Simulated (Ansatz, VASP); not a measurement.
Two plane-wave programs on KBr

File INCAR:

```
SYSTEM = KBr
PREC = Accurate
ENCUT = 520
EDIFF = 1E-6
ISMEAR = 0
SIGMA = 0.05
LREAL = .False.
LASPH = .True.
NELM = 100
ALGO = Normal
ISIF = 2
LWAVE = .False.
LCHARG = .False.
GGA = PE
NBANDS = 15
```

KPOINTS

```
Automatic mesh
0
Gamma
  6 6 6
  0 0 0
```

File POSCAR:

```
KBr
1.0
    0.0000000000      3.3912750000      3.1937250000
    3.3912750000      0.0000000000      3.1937250000
    3.3912750000      3.3912750000      0.0000000000
K Br
1 1
Direct
    0.0000000000      0.0000000000      0.0000000000
    0.5000000000      0.5000000000      0.5000000000
```

Input for Ansatz:

```yaml
crystal:
  lattice:
    - [0.0, 3.391275, 3.193725]
    - [3.391275, 0.0, 3.193725]
    - [3.391275, 3.391275, 0.0]
  atoms:
    - { symbol: K, position: [0.0, 0.0, 0.0] }
    - { symbol: Br, position: [0.5, 0.5, 0.5] }
basis:
  ecutwfc: 420
kpoints:
  mp_grid: { grid: [6, 6, 6] }
hamiltonian:
  xc: pbe
scf:
  occupations: { method: gaussian, width: 0.05 }
output:
  forces: true
  stress: true
  eigenvalues: true
```

Change from the starting cell: strain +0.030 along x and y, -0.030 along z, atoms carried along.

Alike in both runs: task single point; functional PBE; k mesh 6 × 6 × 6; occupations gaussian, width 0.05 eV; no spin polarisation.

```csv
,VASP,Ansatz
version,VASP 6.6.1,Ansatz 0.2.0
potentials or method,"VASP PAW PBE potentials, release 64 (K_sv, Br)","scalar-relativistic, plane waves, PAW"
plane-wave cutoff (eV),520,420
valence electrons in the cell,16,16
```

VASP gave:

* gap on the k mesh at the Fermi level (eV): 4.35
* least direct gap on the mesh (eV): 4.35
* pressure (GPa): 0.6
* largest component of the traceless stress (GPa): 1.35

Question: Estimate Ansatz's values.

Answer: gap on the k mesh at the Fermi level (eV): 4.35; least direct gap on the mesh (eV): 4.35; pressure (GPa): 0.5; largest component of the traceless stress (GPa): 1.33.
